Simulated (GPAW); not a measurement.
# CdSe (Cadmoselite) (P6_3mc) in GPAW: notebook, part 2 of 2

GPAW 26.7.0. The steps go on from the part before.

### Step 3. Relaxation of cell and atoms, WC

run.py reads:

```python
from ase.filters import FrechetCellFilter
from ase.io import read, write
from ase.optimize import BFGS
from gpaw import GPAW, PW, setup_paths

setup_paths.insert(0, '.')

atoms = read('POSCAR')

calc = GPAW(mode=PW(600),
            xc='WC',
            kpts={'size': (5, 5, 3), 'gamma': True},
            occupations={'name': 'fermi-dirac', 'width': 0.05},
            nbands=31,
            convergence={'density': 1e-06, 'energy': 1e-06, 'eigenstates': 1e-10},
            maxiter=150,
            txt='gpaw.txt')
atoms.calc = calc
opt = BFGS(FrechetCellFilter(atoms), trajectory='relax.traj', logfile='-')
done = opt.run(fmax=0.01, steps=100)
calc.write('gs.gpw')
write('result.traj', atoms)
print('Converged:', done)
print('Cell:', atoms.cell.cellpar().round(4))
print('Volume:', round(atoms.get_volume(), 4))
print(atoms.get_scaled_positions().round(5))
```

POSCAR reads:

```
CdSe
1.0
    4.3000000000      0.0000000000      0.0000000000
   -2.1500000000      3.7239092363      0.0000000000
    0.0000000000      0.0000000000      7.0200000000
Cd Se
2 2
Direct
    0.6666666667      0.3333333333      0.5000000000
    0.3333333333      0.6666666667      0.0000000000
    0.6666666667      0.3333333333      0.8850000000
    0.3333333333      0.6666666667      0.3850000000
```

Potentials or basis: PAW data sets generated in the run's folder for this functional, pw.

On the command line:

```console
gpaw-setup -f WC Cd Se
OMP_NUM_THREADS=1 python run.py
```

gpaw.txt:

```text
__  _  _
 | _ |_)|_||  |
 |__||  | ||/\| - 26.7.0

Input parameters:
  mode=PW(ecut=600.0),
  convergence={'density': 1e-06, 'energy': 1e-06, 'eigenstates': 1e-10},
  kpts=MonkhorstPack(size=(5, 5, 3), gamma=True),
  maxiter=150,
  nbands=31,
  occupations=Occupations(name='fermi-dirac', width=0.05),
  xc=XC(name='WC')

Diagonalizing LCAO Hamiltonian
Converting LCAO to pw mode

            Se

        Se  Cd

        Cd

Atoms  # Å, Bohr magnetons
|   | symbol |         x |        y |        z |    initial magnetic moments |
|---|--------|-----------|----------|----------|-----------------------------|
| 0 |     Cd |  2.150000 | 1.241303 | 3.510000 | ( 0.0000,  0.0000,  0.0000) |
| 1 |     Cd | -0.000000 | 2.482606 | 0.000000 | ( 0.0000,  0.0000,  0.0000) |
| 2 |     Se |  2.150000 | 1.241303 | 6.212700 | ( 0.0000,  0.0000,  0.0000) |
| 3 |     Se | -0.000000 | 2.482606 | 2.702700 | ( 0.0000,  0.0000,  0.0000) |
[... 228 lines left out ...]
Interpolating wave functions to new cell

            Se

        Se  Cd

        Cd

Atoms  # Å, Bohr magnetons
|   | symbol |         x |        y |        z |    initial magnetic moments |
|---|--------|-----------|----------|----------|-----------------------------|
| 0 |     Cd |  2.150954 | 1.241854 | 3.511226 | ( 0.0000,  0.0000,  0.0000) |
| 1 |     Cd | -0.000000 | 2.483707 | 0.003868 | ( 0.0000,  0.0000,  0.0000) |
| 2 |     Se |  2.150954 | 1.241854 | 6.204154 | ( 0.0000,  0.0000,  0.0000) |
| 3 |     Se | -0.000000 | 2.483707 | 2.696797 | ( 0.0000,  0.0000,  0.0000) |

Unit cell  # Å
| periodic |         x |        y |         z |  lengths |     angles |
|----------|-----------|----------|-----------|----------|------------|
|      yes |  4.301907 | 0.000000 |  0.000000 | 4.301907 |  90.000000 |
|      yes | -2.150954 | 3.725561 | -0.000000 | 4.301907 |  90.000000 |
|      yes |  0.000000 | 0.000000 |  7.014715 | 7.014715 | 120.000000 |

Number of symmetries: 6
Symmetry operations  # r_c * U_cc + t_c -> r_c
|   | kind |            matrix            |
|---|------|------------------------------|
| 0 |  σ   |  1, 1, 0,  0,-1, 0,  0, 0, 1 |
| 1 |  E   |  1, 0, 0,  0, 1, 0,  0, 0, 1 |
| 2 |  C3  |  0, 1, 0, -1,-1, 0,  0, 0, 1 |
| 3 |  σ   |  0,-1, 0, -1, 0, 0,  0, 0, 1 |
| 4 |  σ   | -1, 0, 0,  1, 1, 0,  0, 0, 1 |
| 5 |  C3  | -1,-1, 0,  1, 0, 0,  0, 0, 1 |
[... 193 lines left out ...]
Stress tensor  # eV/Ang^3
|         x |         y |         z |
|-----------|-----------|-----------|
| -0.003594 |  0.000000 |  0.000000 |
|  0.000000 | -0.003594 | -0.000000 |
|  0.000000 | -0.000000 |  0.006494 |

Forces  # eV/Ang
|        x |       y |        z |
|----------|---------|----------|
| -0.00000 | 0.00000 |  0.23645 |  # Cd   0
|  0.00000 | 0.00000 |  0.23645 |  # Cd   1
| -0.00000 | 0.00000 | -0.23648 |  # Se   2
|  0.00000 | 0.00000 | -0.23648 |  # Se   3

Interpolating wave functions to new cell
[... 8 lines left out ...]
Atoms  # Å, Bohr magnetons
|   | symbol |         x |        y |        z |    initial magnetic moments |
|---|--------|-----------|----------|----------|-----------------------------|
| 0 |     Cd |  2.156779 | 1.245217 | 3.519267 | ( 0.0000,  0.0000,  0.0000) |
| 1 |     Cd | -0.000000 | 2.490434 | 0.029004 | ( 0.0000,  0.0000,  0.0000) |
| 2 |     Se |  2.156779 | 1.245217 | 6.148757 | ( 0.0000,  0.0000,  0.0000) |
| 3 |     Se | -0.000000 | 2.490434 | 2.658495 | ( 0.0000,  0.0000,  0.0000) |

Unit cell  # Å
| periodic |         x |         y |         z |  lengths |     angles |
|----------|-----------|-----------|-----------|----------|------------|
|      yes |  4.313557 | -0.000000 | -0.000000 | 4.313557 |  90.000000 |
|      yes | -2.156779 |  3.735650 |  0.000000 | 4.313557 |  90.000000 |
|      yes | -0.000000 |  0.000000 |  6.980525 | 6.980525 | 120.000000 |

[... 218 lines left out ...]
| 0.00000 | -0.00000 |  0.02489 |  # Se   3
[... 223 lines left out ...]
Gap: 0.515 eV
Transition (v -> c):
  (s=0, k=0, n=17, [0.00, 0.00, 0.00]) -> (s=0, k=0, n=18, [0.00, 0.00, 0.00])
No difference between direct/indirect transitions

Stress tensor  # eV/Ang^3
|        x |         y |         z |
|----------|-----------|-----------|
| 0.000749 |  0.000000 |  0.000000 |
| 0.000000 |  0.000749 |  0.000000 |
| 0.000000 | -0.000000 | -0.000469 |

Forces  # eV/Ang
|       x |        y |        z |
|---------|----------|----------|
| 0.00000 |  0.00000 |  0.01137 |  # Cd   0
| 0.00000 | -0.00000 |  0.01140 |  # Cd   1
| 0.00000 |  0.00000 | -0.01137 |  # Se   2
| 0.00000 |  0.00000 | -0.01142 |  # Se   3
[... 227 lines left out ...]
Stress tensor  # eV/Ang^3
|         x |         y |         z |
|-----------|-----------|-----------|
|  0.000740 |  0.000000 | -0.000000 |
| -0.000000 |  0.000740 | -0.000000 |
| -0.000000 | -0.000000 | -0.000549 |

Forces  # eV/Ang
|       x |       y |        z |
|---------|---------|----------|
| 0.00000 | 0.00000 |  0.00912 |  # Cd   0
| 0.00000 | 0.00000 |  0.00915 |  # Cd   1
| 0.00000 | 0.00000 | -0.00914 |  # Se   2
| 0.00000 | 0.00000 | -0.00919 |  # Se   3

Interpolating wave functions to new cell
[... 222 lines left out ...]
Gap: 0.513 eV
Transition (v -> c):
  (s=0, k=0, n=17, [0.00, 0.00, 0.00]) -> (s=0, k=0, n=18, [0.00, 0.00, 0.00])
No difference between direct/indirect transitions

Stress tensor  # eV/Ang^3
|         x |        y |         z |
|-----------|----------|-----------|
|  0.000315 | 0.000000 | -0.000000 |
| -0.000000 | 0.000315 |  0.000000 |
| -0.000000 | 0.000000 | -0.001124 |

Forces  # eV/Ang
|        x |        y |        z |
|----------|----------|----------|
|  0.00000 |  0.00000 | -0.00550 |  # Cd   0
| -0.00000 |  0.00000 | -0.00557 |  # Cd   1
|  0.00000 |  0.00000 |  0.00547 |  # Se   2
| -0.00000 | -0.00000 |  0.00558 |  # Se   3
[... 10 lines left out ...]
Atoms  # Å, Bohr magnetons
|   | symbol |         x |        y |        z |    initial magnetic moments |
|---|--------|-----------|----------|----------|-----------------------------|
| 0 |     Cd |  2.151852 | 1.242372 | 3.527564 | ( 0.0000,  0.0000,  0.0000) |
| 1 |     Cd | -0.000000 | 2.484745 | 0.030314 | ( 0.0000,  0.0000,  0.0000) |
| 2 |     Se |  2.151852 | 1.242372 | 6.159837 | ( 0.0000,  0.0000,  0.0000) |
| 3 |     Se | -0.000000 | 2.484745 | 2.662563 | ( 0.0000,  0.0000,  0.0000) |

Unit cell  # Å
| periodic |         x |         y |         z |  lengths |     angles |
|----------|-----------|-----------|-----------|----------|------------|
|      yes |  4.303705 | -0.000000 | -0.000000 | 4.303705 |  90.000000 |
|      yes | -2.151852 |  3.727117 |  0.000000 | 4.303705 |  90.000000 |
|      yes |  0.000000 |  0.000000 |  6.994521 | 6.994521 | 120.000000 |

Number of symmetries: 6
Symmetry operations  # r_c * U_cc + t_c -> r_c
|   | kind |            matrix            |
|---|------|------------------------------|
| 0 |  σ   |  1, 1, 0,  0,-1, 0,  0, 0, 1 |
| 1 |  E   |  1, 0, 0,  0, 1, 0,  0, 0, 1 |
| 2 |  C3  |  0, 1, 0, -1,-1, 0,  0, 0, 1 |
| 3 |  σ   |  0,-1, 0, -1, 0, 0,  0, 0, 1 |
| 4 |  σ   | -1, 0, 0,  1, 1, 0,  0, 0, 1 |
| 5 |  C3  | -1,-1, 0,  1, 0, 0,  0, 0, 1 |
[... 459 lines left out ...]
Atoms  # Å, Bohr magnetons
|   | symbol |         x |        y |        z |    initial magnetic moments |
|---|--------|-----------|----------|----------|-----------------------------|
| 0 |     Cd |  2.150459 | 1.241568 | 3.531375 | ( 0.0000,  0.0000,  0.0000) |
| 1 |     Cd | -0.000000 | 2.483136 | 0.030673 | ( 0.0000,  0.0000,  0.0000) |
| 2 |     Se |  2.150459 | 1.241568 | 6.165582 | ( 0.0000,  0.0000,  0.0000) |
| 3 |     Se | -0.000000 | 2.483136 | 2.664859 | ( 0.0000,  0.0000,  0.0000) |

Unit cell  # Å
| periodic |         x |        y |         z |  lengths |     angles |
|----------|-----------|----------|-----------|----------|------------|
|      yes |  4.300917 | 0.000000 | -0.000000 | 4.300917 |  90.000000 |
|      yes | -2.150459 | 3.724704 |  0.000000 | 4.300917 |  90.000000 |
|      yes |  0.000000 | 0.000000 |  7.001423 | 7.001423 | 120.000000 |

Number of symmetries: 6
Symmetry operations  # r_c * U_cc + t_c -> r_c
|   | kind |            matrix            |
|---|------|------------------------------|
| 0 |  σ   |  1, 1, 0,  0,-1, 0,  0, 0, 1 |
| 1 |  E   |  1, 0, 0,  0, 1, 0,  0, 0, 1 |
| 2 |  C3  |  0, 1, 0, -1,-1, 0,  0, 0, 1 |
| 3 |  σ   |  0,-1, 0, -1, 0, 0,  0, 0, 1 |
| 4 |  σ   | -1, 0, 0,  1, 1, 0,  0, 0, 1 |
| 5 |  C3  | -1,-1, 0,  1, 0, 0,  0, 0, 1 |
[... 433 lines left out ...]
Stress tensor  # eV/Ang^3
|         x |         y |         z |
|-----------|-----------|-----------|
| -0.000431 |  0.000000 | -0.000000 |
|  0.000000 | -0.000431 |  0.000000 |
|  0.000000 |  0.000000 | -0.000314 |

Forces  # eV/Ang
|       x |       y |        z |
|---------|---------|----------|
| 0.00000 | 0.00000 |  0.00694 |  # Cd   0
| 0.00000 | 0.00000 |  0.00691 |  # Cd   1
| 0.00000 | 0.00000 | -0.00698 |  # Se   2
| 0.00000 | 0.00000 | -0.00694 |  # Se   3

Interpolating wave functions to new cell
[... 233 lines left out ...]
Forces  # eV/Ang
|       x |        y |        z |
|---------|----------|----------|
| 0.00000 | -0.00000 |  0.00626 |  # Cd   0
| 0.00000 | -0.00000 |  0.00628 |  # Cd   1
| 0.00000 |  0.00000 | -0.00627 |  # Se   2
| 0.00000 |  0.00000 | -0.00631 |  # Se   3

# Writing to gs.gpw (mode='')
```

It took 2.9 min on 1 thread of Intel Xeon Platinum 8488C (Sapphire Rapids), shared host; peak memory 0.26 GiB.

Results:

- Free energy: -12.5267 eV
- Relaxed volume: 28.07 Å³/atom
- Relaxed cell: a = 4.301 Å, b = 4.301 Å, c = 7.010 Å, α = 90.00°, β = 90.00°, γ = 120.00°
- Space group after relaxing (to 0.05 Å): P6_3mc (No. 186)
- Energy gained by relaxing: 4.7 meV/atom
- Ionic steps: 11
- Pressure after relaxing: 0.0 GPa
- Largest force after relaxing: 0.006 eV/Å
- Band gap on the k mesh: 0.51 eV, direct

Forces on the atoms (eV/Å):
```
Cd   0.000  0.000  0.006
Cd   0.000  0.000  0.006
Se   0.000  0.000 -0.006
Se   0.000  0.000 -0.006
```

Step by step:
```tsv
step	energy change (eV)	largest force (eV/Å)	pressure (GPa)	volume (Å³)
1	0.0000	0.2710	0.07	112.41
2	-0.0049	0.2365	0.04	112.42
3	-0.0183	0.0249	-0.06	112.48
4	-0.0185	0.0114	-0.05	112.47
5	-0.0186	0.0092	-0.05	112.45
6	-0.0188	0.0056	0.03	112.29
7	-0.0188	0.0054	0.07	112.19
8	-0.0189	0.0002	0.09	112.15
9	-0.0189	0.0036	0.09	112.16
10	-0.0189	0.0070	0.06	112.21
11	-0.0190	0.0063	0.03	112.29
```

Final structure:
```
Cd Se
1.0
     4.30061    0.00000    0.00000
    -2.15031    3.72444    0.00000
     0.00000    0.00000    7.01038
Cd Se
2 2
Direct
  0.66667 0.33333 0.50449
  0.33333 0.66667 0.00449
  0.66667 0.33333 0.88051
  0.33333 0.66667 0.38051
```

Caveat: later steps reuse the first step's grids.

### Step 4. Relaxation of cell and atoms, revTPSS, target pressure -2 GPa, at which the enthalpy is minimised

run.py reads:

```python
from ase import Atoms
from ase.filters import FrechetCellFilter
from ase.io import write
from ase.optimize import BFGS
from ase.units import GPa
from gpaw import GPAW, PW

atoms = Atoms(['Cd', 'Cd', 'Se', 'Se'],
              cell=[[4.3, 0.0, 0.0],
                    [-2.15, 3.7239092363, 0.0],
                    [0.0, 0.0, 7.02]],
              scaled_positions=[[0.6666666667, 0.3333333333, 0.5],
                                [0.3333333333, 0.6666666667, 0.0],
                                [0.6666666667, 0.3333333333, 0.885],
                                [0.3333333333, 0.6666666667, 0.385]],
              pbc=True)

calc = GPAW(mode=PW(600),
            xc='MGGA_X_REVTPSS+MGGA_C_REVTPSS',
            kpts={'size': (5, 5, 3), 'gamma': True},
            occupations={'name': 'fermi-dirac', 'width': 0.05},
            nbands=31,
            convergence={'density': 1e-06, 'energy': 1e-06, 'eigenstates': 1e-10},
            eigensolver='davidson',
            maxiter=150,
            txt='gpaw.txt')
atoms.calc = calc
opt = BFGS(FrechetCellFilter(atoms, scalar_pressure=-2 * GPa), trajectory='relax.traj', logfile='-')
done = opt.run(fmax=0.05, steps=40)
calc.write('gs.gpw')
write('result.traj', atoms)
print('Converged:', done)
print('Cell:', atoms.cell.cellpar().round(4))
print('Volume:', round(atoms.get_volume(), 4))
print(atoms.get_scaled_positions().round(5))
```

Potentials or basis: GPAW PAW data sets (gpaw-data 1.2.1), pw.

On the command line:

```console
OMP_NUM_THREADS=1 python run.py
```

Wall time 12 min (1 thread of Intel Xeon Platinum 8259CL at 2.50GHz (Skylake/Cascade Lake), shared host); peak memory 1 GiB.

It converged, with:

| Item | Value |
| --- | --- |
| Free energy | 44.7503 eV |
| Relaxed volume | 30.17 Å³/atom |
| Relaxed cell | a = 4.416 Å, b = 4.416 Å, c = 7.146 Å, α = 90.00°, β = 90.00°, γ = 120.00° |
| Space group after relaxing (to 0.05 Å) | P6_3mc (No. 186) |
| Energy change on relaxing (the enthalpy is what falls) | +2.1 meV/atom |
| Ionic steps | 7 |
| Pressure after relaxing | -2.1 GPa |
| Largest force after relaxing | 0.011 eV/Å |
| Band gap on the k mesh | 0.74 eV, direct |

Forces in eV/Å, atoms in the order of the input:
```
Cd   0.000  0.000 -0.011
Cd   0.000  0.000 -0.011
Se   0.000  0.000  0.011
Se   0.000  0.000  0.011
```

Stress tensor (GPa, compression positive):
```
-2.13  0.00  0.00
 0.00 -2.13  0.00
 0.00  0.00 -1.92
```

Step by step:
```tsv
step	energy change (eV)	largest force (eV/Å)	pressure (GPa)	volume (Å³)
1	0.0000	0.2628	1.33	112.41
2	-0.0100	0.2228	0.96	113.12
3	-0.0123	0.0508	-1.36	118.63
4	-0.0039	0.0710	-1.65	119.45
5	0.0020	0.0672	-1.83	120.00
6	0.0075	0.0412	-2.01	120.54
7	0.0085	0.0111	-2.06	120.67
```

Final structure:
```cif
data_structure
_symmetry_space_group_name_H-M 'P 1'
_symmetry_Int_Tables_number 1
_cell_length_a 4.4156
_cell_length_b 4.4156
_cell_length_c 7.1462
_cell_angle_alpha 90.000
_cell_angle_beta 90.000
_cell_angle_gamma 120.000
_cell_volume 120.67
loop_
_atom_site_label
_atom_site_type_symbol
_atom_site_fract_x
_atom_site_fract_y
_atom_site_fract_z
_atom_site_occupancy
Cd1 Cd 0.66667 0.33333 0.50391 1
Cd2 Cd 0.33333 0.66667 0.00391 1
Se1 Se 0.66667 0.33333 0.88109 1
Se2 Se 0.33333 0.66667 0.38109 1
```

Levels at points of the mesh, in eV from the valence-band top:
```tsv
k point	band 16	band 17	band 18	band 19	band 20	band 21
(0.00, 0.00, 0.00)	-0.01	0.00	0.00	0.74	2.26	6.01
```

Caveat: later steps reuse the first step's grids; the PAW data sets were made with another functional, which shifts forces and pressure a little.

### Step 5. Summary

| task | level | potentials or basis | cell | k mesh | cutoff (eV) | maxiter | optimizer | fmax | max steps | eigensolver | gap on the mesh (eV) | pressure (GPa) | largest force (eV/Å) |
| --- | --- | --- | --- | --- | --- | --- | --- | --- | --- | --- | --- | --- | --- |
| single point | PBE | GPAW PAW data sets (gpaw-data 1.2.1), pw | as given | 6 × 6 × 3 | 450 | 120 | - | - | - | - | 0.70 | 2.0 | 0.28 |
| relaxation of cell and atoms | WC | PAW data sets generated in the run's folder for this functional, pw | relaxed | 5 × 5 × 3 | 600 | 150 | BFGS | 0.01 eV/Å | 100 | - | 0.51 | 0.0 | 0.01 |
| relaxation of cell and atoms | revTPSS | GPAW PAW data sets (gpaw-data 1.2.1), pw | relaxed to -2 GPa | 5 × 5 × 3 | 600 | 150 | BFGS | 0.05 eV/Å | 40 | davidson | 0.74 | -2.1 | 0.01 |

Alike in all rows: no spin polarisation; smearing fermi-dirac 0.05 eV.

Caveats: later steps reuse the first step's grids (some runs); the cutoff is short for stress and forces, so pressures can be off by a GPa or more (some runs); the PAW data sets were made with another functional, which shifts forces and pressure a little (some runs).

Total energies depend on the potentials used, so only differences within one code and one set of settings carry meaning.

### Step 6. Against experiment

Step 2. A measured gap of CdSe is 1.841 eV (2 K; a printed reference work, data compilation); the calculated 0.70 eV misses it by -1.15 eV. So large a miss can be the level of theory's own, or it may mean another phase, state or a wrong row. Spin-orbit coupling on Cd, Se is left out. The value is that of PBE, without temperature or zero-point motion. Semilocal functionals fall short of measured gaps as a rule.
